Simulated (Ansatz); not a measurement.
**Antimony, diamond under revPBE: structure, energy and stiffness**

The plan for antimony in the diamond structure: relax it, solve it on a dense k-mesh, then scale the cell to 7 volumes from 88 to 112 % of the relaxed one and try a fit of the equation of state. Spin polarisation is left out. The k-meshes are 8×8×8 for the relaxation; 13×13×13 for the dense run; 9×9×9 for the volumes.

Method: DFT revPBE, plane waves (420 eV) with PAW, scalar-relativistic; the PAW data stem from PBE, with regenerated cores, in Ansatz 0.2.0.

### 1 The starting structure

Symmetry: Fd-3m, No. 227, cubic system. Conventional cell: a = 6.646 Å, b = 6.646 Å, c = 6.646 Å, α = 90.00°, β = 90.00°, γ = 90.00°. Sb (site symmetry -43m) has 4 Sb at 2.88 Å as nearest neighbours.

As a file:

```cif
data_structure
_symmetry_space_group_name_H-M 'P 1'
_symmetry_Int_Tables_number 1
_cell_length_a 4.6996
_cell_length_b 4.6996
_cell_length_c 4.6996
_cell_angle_alpha 60.000
_cell_angle_beta 60.000
_cell_angle_gamma 60.000
_cell_volume 73.39
loop_
_atom_site_label
_atom_site_type_symbol
_atom_site_fract_x
_atom_site_fract_y
_atom_site_fract_z
_atom_site_occupancy
Sb1 Sb 0.12500 0.12500 0.12500 1
Sb2 Sb 0.87500 0.87500 0.87500 1
```

### 2 Geometry optimisation

Input file input.yaml:

```yaml
crystal:
  lattice:
    - [0.0, 3.3230904857, 3.3230904857]
    - [3.3230904857, 0.0, 3.3230904857]
    - [3.3230904857, 3.3230904857, 0.0]
  atoms:
    - { symbol: Sb, position: [0.125, 0.125, 0.125] }
    - { symbol: Sb, position: [0.875, 0.875, 0.875] }
hamiltonian:
  xc: revpbe
  pseudopotentials:
    kind: paw
    azcp:
      Sb: "pseudopotentials/Sb.paw.azcp"
basis:
  ecutwfc: 420
  fft_grid_basis: typed
kpoints:
  mp_grid: { grid: [8, 8, 8], shift: [0, 0, 0] }
magnetization:
  spin_polarized: false
scf:
  occupations: { method: fermi_dirac, width: 0.1 }
relax:
  max_steps: 60
  f_tol: 0.01
  cell: {}
```

The log of the run:

```text
Warning: RAYON_NUM_THREADS=2 ignored (pool sized by the plan → 2); use --threads N
Engine: ansatz 0.2.0, x86_64-unknown-linux-gnu
Pseudopotentials: kind: paw
Pseudopotential: Sb, paw, valence charge 15, recommended cutoff 420 eV (normal), <dir>
Functional definition: revPBE
  parameter kappa = 1.245
  parameter beta = 0.06672455060314922
  exchange = pbe_x(kappa = kappa, mu = beta*pi^2/3)
  correlation = pbe_c(beta = beta)
Crystal: 2 atoms, lattice volume = 73.393 Å³
Basis set: ecut = 420 eV, 1459 PW (Γ), exchange–correlation on 64×64×64 points (8 copies of the dense FFT grid, shifted against one another)
Bands: 19, of which v1, the nominal top of the filled ones, is band 15 counted from 1 (14 counted from 0)
Symmetry: 48 space group operations
Space group: Fd-3m (ITA 227), of the structure as read, at distance tolerance 4.2e-5 Å
k-points: 29 of 512
Non-local potential: Sb, projectors of the file, l = 0: 2, l = 1: 2, l = 2: 2, l = 3: 2
PAW form: soft (Blöchl's): semilocal exchange-correlation on the pseudo side does not see the compensation charge
PAW frozen core: Sb, regenerated for the run's functional, and the local potential with it (the file was generated under x = pbe(κ = 0.804, μ = 0.2195149727645171), c = pbe(β = 0.06672455060314922))
PAW one-centre angular grid: Sb, 590 points (default); XC on 64 Gauss nodes
Initial density: superposition of atomic densities (neutral atoms: chi_scale 0, normalization atom), corrected by the library's trained network
Initial wavefunctions: pseudopotential atomic-orbital guess
Functional: x = revpbe(κ = 1.245, μ = 0.2195149727645171), c = pbe(β = 0.06672455060314922)
SCF iter   1: F=—  HF=-12980.542801 eV  |F-HF|=—  |Δ(HF+E_count)|=         —  Δρ=1.62e-3  dr2=1.55e-3  ethr=1.77e-3  ⟨swp⟩=6.4  Hψ=2911  notcnv=0
preconditioner: auto → LDOS  [metal: Δε(μ)=0.010 eV  Ē_g=8.451 eV  σ=0.100 eV  W_gap=0.03  n_scr=14 (ndim 8)  ℏωp=13.7 eV  f_vac=0.085  D(μ)=2.11/eV (n_scr^D=14)  β→1.0]
SCF iter   2: F=—  HF=-12980.542796 eV  |F-HF|=—  |Δ(HF+E_count)|=   5.40e-6  Δρ=1.12e-3  dr2=5.78e-4  ethr=5.17e-6  ⟨swp⟩=2.0  Hψ=1249  notcnv=0
SCF iter   3: F=—  HF=-12980.542516 eV  |F-HF|=—  |Δ(HF+E_count)|=   2.80e-4  Δρ=2.13e-4  dr2=8.80e-5  ethr=1.93e-6  ⟨swp⟩=2.0  Hψ=993  notcnv=0
SCF iter   4: F=—  HF=-12980.542585 eV  |F-HF|=—  |Δ(HF+E_count)|=   6.87e-5  Δρ=1.27e-4  dr2=1.20e-5  ethr=2.93e-7  ⟨swp⟩=2.0  Hψ=707  notcnv=0
SCF iter   5: F=—  HF=-12980.542584 eV  |F-HF|=—  |Δ(HF+E_count)|=   1.07e-6  Δρ=1.20e-5  dr2=1.94e-7  ethr=4.00e-8  ⟨swp⟩=2.0  Hψ=994  notcnv=0
SCF iter   6: F=-12980.542584 eV  HF=-12980.542584 eV  |F-HF|=1.35e-8  |Δ(HF+E_count)|=   3.27e-7  Δρ=2.40e-6  dr2=2.30e-9  ethr=3.33e-10  ⟨swp⟩=5.1  Hψ=1928  notcnv=0
SCF 1 converged in 6 iterations: F = -12980.542584 eV  dr2 = 2.30e-9
relax step   1: F+E_penalty+E_count = -12980.54258428 eV  Δ(F+E_penalty+E_count) = +0.000e0 eV  max|allowed force component| = 3.701e-17 eV/Å  Δτ_max = 0.0000 Å  P = +7.440 GPa  Ω = 73.393 Å³  (6 SCF iters, dr2 threshold 1.00e-7 eV, accepted)
Crystal: 2 atoms, lattice volume = 84.659 Å³
Basis set: ecut = 420 eV, 1639 PW (Γ), exchange–correlation on 64×64×64 points (8 copies of the dense FFT grid, shifted against one another)
Initial density: handed on by an earlier stage of this run
Initial wavefunctions: those handed on with the density
iter 1 solved again at ethr=8.96e-6 eV; its pass at ethr=3.10e-3 eV (dr2=2.69e-3 eV) is discarded
SCF iter   1: F=—  HF=-12980.818955 eV  |F-HF|=—  |Δ(HF+E_count)|=         —  Δρ=1.48e-3  dr2=2.51e-3  ethr=8.96e-6  ⟨swp⟩=2.6  Hψ=4125  notcnv=0
preconditioner: auto → LDOS  [metal: Δε(μ)=0.096 eV  Ē_g=7.886 eV  σ=0.100 eV  W_gap=0.23  n_scr=14 (ndim 8)  ℏωp=12.8 eV  f_vac=0.157  D(μ)=1.74/eV (n_scr^D=14)  β→1.0]
SCF iter   2: F=—  HF=-12980.819318 eV  |F-HF|=—  |Δ(HF+E_count)|=   3.64e-4  Δρ=3.87e-4  dr2=2.23e-4  ethr=8.38e-6  ⟨swp⟩=1.9  Hψ=613  notcnv=0
SCF iter   3: F=—  HF=-12980.819376 eV  |F-HF|=—  |Δ(HF+E_count)|=   5.71e-5  Δρ=1.17e-4  dr2=2.51e-5  ethr=7.43e-7  ⟨swp⟩=2.0  Hψ=702  notcnv=0
SCF iter   4: F=—  HF=-12980.819368 eV  |F-HF|=—  |Δ(HF+E_count)|=   7.55e-6  Δρ=7.96e-5  dr2=3.09e-6  ethr=8.36e-8  ⟨swp⟩=2.0  Hψ=992  notcnv=0
SCF iter   5: F=-12980.819367 eV  HF=-12980.819367 eV  |F-HF|=3.72e-7  |Δ(HF+E_count)|=   1.39e-6  Δρ=1.20e-5  dr2=1.15e-7  ethr=6.67e-10  ⟨swp⟩=3.2  Hψ=2266  notcnv=0
SCF 2 converged in 5 iterations: F = -12980.819367 eV  dr2 = 1.15e-7
relax step   2: F+E_penalty+E_count = -12980.81936705 eV  Δ(F+E_penalty+E_count) = -2.768e-1 eV  max|allowed force component| = 1.758e-16 eV/Å  Δτ_max = 0.0000 Å  P = +1.155 GPa  Ω = 84.659 Å³  energy of the carried Pulay correction = -1.735e-3 eV  (5 SCF iters, dr2 threshold 2.00e-7 eV, accepted)
Crystal: 2 atoms, lattice volume = 87.113 Å³
Basis set: ecut = 420 eV, 1687 PW (Γ), exchange–correlation on 64×64×64 points (8 copies of the dense FFT grid, shifted against one another)
iter 1 solved again at ethr=4.76e-7 eV; its pass at ethr=3.10e-3 eV (dr2=1.43e-4 eV) is discarded
SCF iter   1: F=—  HF=-12980.829503 eV  |F-HF|=—  |Δ(HF+E_count)|=         —  Δρ=2.70e-4  dr2=1.13e-4  ethr=4.76e-7  ⟨swp⟩=3.0  Hψ=3905  notcnv=0
preconditioner: auto → LDOS  [metal: Δε(μ)=0.117 eV  Ē_g=7.793 eV  σ=0.100 eV  W_gap=0.28  n_scr=14 (ndim 8)  ℏωp=12.6 eV  f_vac=0.160  D(μ)=1.63/eV (n_scr^D=14)  β→1.0]
SCF iter   2: F=—  HF=-12980.829494 eV  |F-HF|=—  |Δ(HF+E_count)|=   9.04e-6  Δρ=8.68e-5  dr2=1.09e-5  ethr=3.77e-7  ⟨swp⟩=2.8  Hψ=709  notcnv=0
SCF iter   3: F=—  HF=-12980.829496 eV  |F-HF|=—  |Δ(HF+E_count)|=   2.60e-6  Δρ=3.85e-5  dr2=1.88e-6  ethr=3.65e-8  ⟨swp⟩=2.4  Hψ=996  notcnv=0
SCF iter   4: F=-12980.829496 eV  HF=-12980.829496 eV  |F-HF|=4.23e-8  |Δ(HF+E_count)|=   4.71e-7  Δρ=1.58e-5  dr2=1.44e-7  ethr=6.67e-10  ⟨swp⟩=3.4  Hψ=2273  notcnv=0
SCF 3 converged in 4 iterations: F = -12980.829496 eV  dr2 = 1.44e-7
relax step   3: F+E_penalty+E_count = -12980.82949592 eV  Δ(F+E_penalty+E_count) = -1.013e-2 eV  max|allowed force component| = 5.459e-16 eV/Å  Δτ_max = 0.0000 Å  P = +0.232 GPa  Ω = 87.113 Å³  energy of the carried Pulay correction = -2.080e-3 eV  (4 SCF iters, dr2 threshold 2.00e-7 eV, accepted)
Crystal: 2 atoms, lattice volume = 87.753 Å³
iter 1 solved again at ethr=2.44e-7 eV; its pass at ethr=3.10e-3 eV (dr2=7.32e-5 eV) is discarded
SCF iter   1: F=—  HF=-12980.829894 eV  |F-HF|=—  |Δ(HF+E_count)|=         —  Δρ=6.81e-5  dr2=7.88e-6  ethr=2.44e-7  ⟨swp⟩=3.0  Hψ=3392  notcnv=0
preconditioner: auto → LDOS  [metal: Δε(μ)=0.122 eV  Ē_g=7.769 eV  σ=0.100 eV  W_gap=0.30  n_scr=14 (ndim 8)  ℏωp=12.5 eV  f_vac=0.161  D(μ)=1.61/eV (n_scr^D=14)  β→1.0]
SCF iter   2: F=—  HF=-12980.829889 eV  |F-HF|=—  |Δ(HF+E_count)|=   4.77e-6  Δρ=2.17e-5  dr2=9.71e-7  ethr=2.63e-8  ⟨swp⟩=1.3  Hψ=561  notcnv=0
SCF iter   3: F=-12980.829889 eV  HF=-12980.829889 eV  |F-HF|=1.89e-8  |Δ(HF+E_count)|=   9.46e-8  Δρ=6.32e-6  dr2=4.50e-8  ethr=4.49e-10  ⟨swp⟩=5.0  Hψ=2025  notcnv=0
SCF 4 converged in 3 iterations: F = -12980.829889 eV  dr2 = 4.50e-8
relax step   4: F+E_penalty+E_count = -12980.82988898 eV  Δ(F+E_penalty+E_count) = -3.931e-4 eV  max|allowed force component| = 5.135e-16 eV/Å  Δτ_max = 0.0000 Å  P = +0.010 GPa  Ω = 87.753 Å³  energy of the carried Pulay correction = -2.169e-3 eV  (3 SCF iters, dr2 threshold 1.35e-7 eV, accepted)
Basis set: ecut = 420 eV, 1687 PW (Γ), exchange–correlation on 72×72×72 points (8 copies of the dense FFT grid, shifted against one another)
Initial wavefunctions: pseudopotential atomic-orbital guess (no wavefunctions were taken with the density)
iter 1 solved again at ethr=2.60e-7 eV; its pass at ethr=3.10e-3 eV (dr2=7.79e-5 eV) is discarded
SCF iter   1: F=—  HF=-12980.831851 eV  |F-HF|=—  |Δ(HF+E_count)|=         —  Δρ=7.39e-5  dr2=4.43e-7  ethr=2.60e-7  ⟨swp⟩=3.1  Hψ=4264  notcnv=0
preconditioner: auto → LDOS  [metal: Δε(μ)=0.123 eV  Ē_g=7.769 eV  σ=0.100 eV  W_gap=0.30  n_scr=14 (ndim 8)  ℏωp=12.5 eV  f_vac=0.168  D(μ)=1.61/eV (n_scr^D=14)  β→1.0]
SCF iter   2: F=—  HF=-12980.831866 eV  |F-HF|=—  |Δ(HF+E_count)|=   1.45e-5  Δρ=6.11e-6  dr2=1.40e-8  ethr=1.48e-9  ⟨swp⟩=2.2  Hψ=1013  notcnv=0
SCF iter   3: F=—  HF=-12980.831866 eV  |F-HF|=—  |Δ(HF+E_count)|=   7.73e-8  Δρ=1.32e-6  dr2=2.59e-9  ethr=4.67e-11  ⟨swp⟩=2.0  Hψ=1007  notcnv=0
SCF iter   4: F=—  HF=-12980.831866 eV  |F-HF|=—  |Δ(HF+E_count)|=  4.57e-10  Δρ=7.99e-7  dr2=4.33e-10  ethr=8.62e-12  ⟨swp⟩=2.0  Hψ=993  notcnv=0
SCF iter   5: F=—  HF=-12980.831866 eV  |F-HF|=—  |Δ(HF+E_count)|=  2.36e-11  Δρ=1.46e-7  dr2=4.24e-11  ethr=1.44e-12  ⟨swp⟩=2.0  Hψ=992  notcnv=0
SCF iter   6: F=-12980.831866 eV  HF=-12980.831866 eV  |F-HF|=3.64e-12  |Δ(HF+E_count)|=  3.27e-11  Δρ=1.44e-8  dr2=3.38e-13  ethr=1.00e-12  ⟨swp⟩=6.3  Hψ=2368  notcnv=0
SCF 5 converged in 6 iterations: F = -12980.831866 eV  dr2 = 3.38e-13
relax step   5: F+E_penalty+E_count = -12980.83186563 eV  Δ(F+E_penalty+E_count) = -1.977e-3 eV  max|allowed force component| = 3.423e-16 eV/Å  Δτ_max = 0.0000 Å  P = +0.032 GPa  Ω = 87.753 Å³  stress off target by 3.19e-2 GPa  SCF on the basis re-selected at this cell (its energy is not comparable with the rows above)  (6 SCF iters)
basis re-selected at this cell: Δ(F+E_penalty+E_count) = -1.977e-3 eV, ΔP = +0.022 GPa vs the last step (what re-selecting the basis moved, of the pressure what is left beyond the Pulay correction that the steps carried, after the strain that the cell walked since its last selection, with what the two solves' SCF thresholds leave and, on support functions, any second-order correction that the steps lacked; it is no measure of the basis error at this ecutwfc). The dense FFT grid was sized anew with the basis: this SCF ran on 36×36×36 points, the steps before it on 32×32×32, so part of this shift can come from that change (see relax.cell in the input reference). This SCF's stress stands 3.19e-2 GPa from its target on what of the cell is left free (relax.cell.stress_tol is 5.00e-2 GPa) and its largest allowed force component is 3.42e-16 eV/Å (relax.f_tol is 1.00e-2 eV/Å): within both
SCF converged after 6 iterations
Free energy (F): -12980.831866 eV
Harris-Foulkes:  -12980.831866 eV  (|F-HF|=3.64e-12)
Internal energy: -12980.781877 eV  (E = F + TS)
E sigma→0 (E₀):  -12980.806871 eV
Entropy (-TS):   -0.049988 eV (-24.994 meV/atom)
Fermi energy:    5.689150 eV
--- Per-component energies (eV) ---
  E_band       = -461.955133
  E_kinetic    = 410.759035
  E_local      = -3985.447455  (includes V_loc(G=0)·N_el)
  E_nonlocal   = 722.119780
  E_hartree    = 1782.841091
  E_xc         = -275.429944
  E_vxc        = -189.609948  (∫ρ·V_xc dr)
  E_paw        = -9161.471551  (= ΣΔE_a)
  E_vpaw       = -985.458762  (= ΣTr[D̂ρ^β])
  E_aug_tail   = -0.000003  (compensation charges beyond the density's cutoff)
  E_ewald      = -2474.139008
  E_core_change = -0.013823  (= ΣΔE_core)
  E_smearing   = -0.049988  (= −TS)
  E_closure    = -0.000000  (closes the sum)
  Σ components = -12980.831866   (vs F -12980.831866, Δ=0.00e0)
--- Forces (eV/Å), atoms counted from 1 ---
  atom   1  Sb    -0.00000000    -0.00000000    -0.00000000
  atom   2  Sb     0.00000000     0.00000000     0.00000000
  max |Σ_I F_I| component: 2.96e-16 eV/Å
--- Stress (GPa, compression-positive) ---
        0.031939      -0.000000      -0.000000
       -0.000000       0.031939      -0.000000
       -0.000000      -0.000000       0.031939
  P = ⅓ Tr σ = 0.0319 GPa (0.319 kbar)
--- Relaxed structure (4 steps of the walk, 4 accepted, 1 SCFs on fresh bases) ---
  F+E_penalty+E_count = -12980.83186563 eV   max|allowed force component| = 3.423e-16 eV/Å   (the final SCF, on the basis selected at the relaxed cell)
  cell:  # Å, volume = 87.7532 Å³
    - [2.385271032899248e-33, 3.5270443411897254, 3.5270443411897254]
    - [3.5270443411897254, 7.138297757334667e-33, 3.5270443411897254]
    - [3.5270443411897254, 3.5270443411897254, 5.111295070498389e-33]
  atoms:
    - { symbol: Sb, position: [0.125, 0.125, 0.125] }
    - { symbol: Sb, position: [0.8750000000000001, 0.8750000000000001, 0.8750000000000001] }
```

It took 2.7 s on 2 threads of an x86-64 CPU, shared host; peak memory 0.42 GiB.

Step by step:

| step | energy change (meV/atom) | largest force (eV/Å) | pressure (GPa) | volume (Å³/atom) |
| --- | --- | --- | --- | --- |
| 1 | 0.00 | 0.0000 | 7.44 | 36.697 |
| 2 | -138.39 | 0.0000 | 1.15 | 42.329 |
| 3 | -143.46 | 0.0000 | 0.23 | 43.557 |
| 4 | -143.65 | 0.0000 | 0.01 | 43.877 |
| 5 | -144.64 | 0.0000 | 0.03 | 43.877 |

Steps that repeat a cell are solved on a basis chosen anew, so their changes of energy are no gain of the relaxation.

Changes in the cell that was computed:

|  | before | after | change |
| --- | --- | --- | --- |
| a (Å) | 4.700 | 4.988 | +6.1 % |
| b (Å) | 4.700 | 4.988 | +6.1 % |
| c (Å) | 4.700 | 4.988 | +6.1 % |
| volume (Å³/atom) | 36.697 | 43.877 | +19.6 % |
| shortest distance (Å) | 2.878 | 3.055 | +6.1 % |
| space group (spins left aside) | Fd-3m | Fd-3m | same |

### 3 Dense single point

Input file input.yaml:

```yaml
crystal:
  lattice:
    - [0.0, 3.5270443412, 3.5270443412]
    - [3.5270443412, 0.0, 3.5270443412]
    - [3.5270443412, 3.5270443412, 0.0]
  atoms:
    - { symbol: Sb, position: [0.125, 0.125, 0.125] }
    - { symbol: Sb, position: [0.875, 0.875, 0.875] }
hamiltonian:
  xc: revpbe
  pseudopotentials:
    kind: paw
    azcp:
      Sb: "pseudopotentials/Sb.paw.azcp"
basis:
  ecutwfc: 420
  fft_grid_basis: typed
kpoints:
  mp_grid: { grid: [13, 13, 13], shift: [0, 0, 0] }
magnetization:
  spin_polarized: false
scf:
  occupations: { method: fermi_dirac, width: 0.1 }
```

The log of the run, shortened:

```text
Warning: RAYON_NUM_THREADS=2 ignored (pool sized by the plan → 2); use --threads N
[...]
Pseudopotentials: kind: paw
Pseudopotential: Sb, paw, valence charge 15, recommended cutoff 420 eV (normal), <dir>
Functional definition: revPBE
[...]
Crystal: 2 atoms, lattice volume = 87.753 Å³
Basis set: ecut = 420 eV, 1687 PW (Γ)
Bands: 19, of which v1, the nominal top of the filled ones, is band 15 counted from 1 (14 counted from 0)
Symmetry: 48 space group operations
Space group: Fd-3m (ITA 227), of the structure as read, at distance tolerance 4.4e-5 Å
k-points: 84 of 2197
[...]
SCF iter   1: F=—  HF=-12980.842861 eV  |F-HF|=—  |Δ(HF+E_count)|=         —  Δρ=1.81e-3  dr2=2.84e-3  ethr=1.77e-3  ⟨swp⟩=6.3  Hψ=8250  notcnv=0
[...]
SCF iter   7: F=-12980.842250 eV  HF=-12980.842250 eV  |F-HF|=3.48e-8  |Δ(HF+E_count)|=   2.08e-6  Δρ=1.91e-6  dr2=3.36e-9  ethr=3.33e-10  ⟨swp⟩=3.0  Hψ=3589  notcnv=0
[...]
SCF converged after 7 iterations
Free energy (F): -12980.842250 eV
[...]
E sigma→0 (E₀):  -12980.823839 eV
Entropy (-TS):   -0.036822 eV (-18.411 meV/atom)
Fermi energy:    5.675979 eV
[...]
```

Run time: 1.4 s. Hardware: 2 threads of an x86-64 CPU, shared host; peak memory 0.44 GiB.

### 4 Volume × 0.88

Input file input.yaml:

```yaml
crystal:
  lattice:
    - [0.0, 3.3799100586, 3.3799100586]
    - [3.3799100586, 0.0, 3.3799100586]
    - [3.3799100586, 3.3799100586, 0.0]
  atoms:
    - { symbol: Sb, position: [0.125, 0.125, 0.125] }
    - { symbol: Sb, position: [0.875, 0.875, 0.875] }
hamiltonian:
  xc: revpbe
  pseudopotentials:
    kind: paw
    azcp:
      Sb: "pseudopotentials/Sb.paw.azcp"
basis:
  ecutwfc: 420
  fft_grid_basis: typed
kpoints:
  mp_grid: { grid: [9, 9, 9], shift: [0, 0, 0] }
magnetization:
  spin_polarized: false
scf:
  occupations: { method: fermi_dirac, width: 0.1 }
  lower_state_search: "off"
output:
  stress: true
  write_density: true
  write_potential: true
  elf: true
  volumetric_format: npy
```

The log of the run, shortened:

```text
Warning: RAYON_NUM_THREADS=2 ignored (pool sized by the plan → 2); use --threads N
[...]
Pseudopotentials: kind: paw
Pseudopotential: Sb, paw, valence charge 15, recommended cutoff 420 eV (normal), <dir>
Functional definition: revPBE
[...]
Crystal: 2 atoms, lattice volume = 77.223 Å³
Basis set: ecut = 420 eV, 1459 PW (Γ)
Bands: 19, of which v1, the nominal top of the filled ones, is band 15 counted from 1 (14 counted from 0)
Symmetry: 48 space group operations
Space group: Fd-3m (ITA 227), of the structure as read, at distance tolerance 4.3e-5 Å
k-points: 35 of 729
[...]
SCF iter   1: F=—  HF=-12980.697515 eV  |F-HF|=—  |Δ(HF+E_count)|=         —  Δρ=1.69e-3  dr2=1.80e-3  ethr=1.77e-3  ⟨swp⟩=6.2  Hψ=3464  notcnv=0
[...]
SCF iter   6: F=-12980.697363 eV  HF=-12980.697363 eV  |F-HF|=1.13e-8  |Δ(HF+E_count)|=   2.36e-7  Δρ=1.94e-6  dr2=1.44e-9  ethr=3.33e-10  ⟨swp⟩=11.3  Hψ=4875  notcnv=0
[...]
SCF converged after 6 iterations
Free energy (F): -12980.697363 eV
[...]
E sigma→0 (E₀):  -12980.669589 eV
Entropy (-TS):   -0.055549 eV (-27.775 meV/atom)
Fermi energy:    7.087876 eV
[...]
--- Stress (GPa, compression-positive) ---
        4.749356      -0.000000       0.000000
        0.000000       4.749356      -0.000000
       -0.000000       0.000000       4.749356
  P = ⅓ Tr σ = 4.7494 GPa (47.494 kbar)
--- Band table (eV; the first three rows and the last of 35) ---
  k-point 0: bands = ["-22.2343", "-22.2343", "-22.2343", "-22.2023", "-22.2023", "-22.0888", "-22.0888", "-22.0779", "-22.0779", "-22.0779", "-4.9440", "2.1955", "5.1505", "5.1505", "5.1505", "7.5501", "7.5501", "7.5501", "11.1478"]
[...]
```

It took 1 s on 2 threads of an x86-64 CPU, shared host; peak memory 0.4 GiB.

The maps below are laid out on this run's own conventional cell (a, b, c = 6.760, 6.760, 6.760 Å).

Density in a lattice plane of the grid's cell (edges 6.76 and 6.76 Å, at 0.125 of the third edge), which holds Sb.

Ten even steps from '0' (0.01 e/Å³) to '9' (17.66 e/Å³):
```
000000000000000000000000
000000000000000000000000
000000000000000000000000
000000000000000000000000
000000000000000000000000
000000000000002220000000
000000000000026961000000
000000000000026961000000
000000000000002320000000
000000000000000000000000
000000000000000000000000
000000000000000000000000
000000000000000000000000
000000000000000000000000
000000000000000000000000
002220000000000000000000
026961000000000000000000
026961000000000000000000
002320000000000000000000
000000000000000000000000
```
Columns run along the first of these edges and rows up along the second, over one cell in 24 and 20 even steps from the bottom left corner. Atoms in the plane (fractional): Sb at (0.12, 0.12), Sb at (0.62, 0.62).

ELF in the same plane.

Values, 12 rows by 12 columns:
```
0.37 0.46 0.46 0.37 0.30 0.28 0.19 0.15 0.15 0.19 0.28 0.30
0.19 0.15 0.15 0.19 0.27 0.30 0.37 0.46 0.46 0.37 0.30 0.28
0.10 0.05 0.05 0.10 0.19 0.37 0.46 0.36 0.36 0.46 0.37 0.19
0.05 0.02 0.02 0.05 0.15 0.46 0.37 0.03 0.03 0.36 0.46 0.15
0.05 0.02 0.02 0.05 0.15 0.46 0.36 0.03 0.03 0.36 0.46 0.15
0.10 0.05 0.05 0.10 0.19 0.37 0.47 0.36 0.37 0.46 0.37 0.19
0.19 0.15 0.15 0.19 0.28 0.30 0.37 0.46 0.46 0.37 0.30 0.28
0.37 0.46 0.46 0.37 0.30 0.28 0.19 0.15 0.15 0.19 0.27 0.30
0.46 0.36 0.36 0.46 0.37 0.19 0.10 0.05 0.05 0.10 0.19 0.37
0.37 0.03 0.03 0.36 0.46 0.15 0.05 0.02 0.02 0.05 0.15 0.46
0.36 0.03 0.03 0.36 0.46 0.15 0.05 0.02 0.02 0.05 0.15 0.46
0.47 0.36 0.37 0.46 0.37 0.19 0.10 0.05 0.05 0.10 0.19 0.37
```
Columns run along the first of these edges and rows up along the second, over one cell in 12 and 12 even steps from the bottom left corner. Atoms in the plane (fractional): Sb at (0.12, 0.12), Sb at (0.62, 0.62).

Both are smooth fields of the valence electrons: close to the nuclei they are not physical.

Outside the cores ELF peaks at 0.59 on the Sb–Sb line, 1.5 Å from Sb; 0.50 beside Sb, off the lines to its neighbours, 1.3 Å from Sb.

(Part 1 of 2 ends here.)
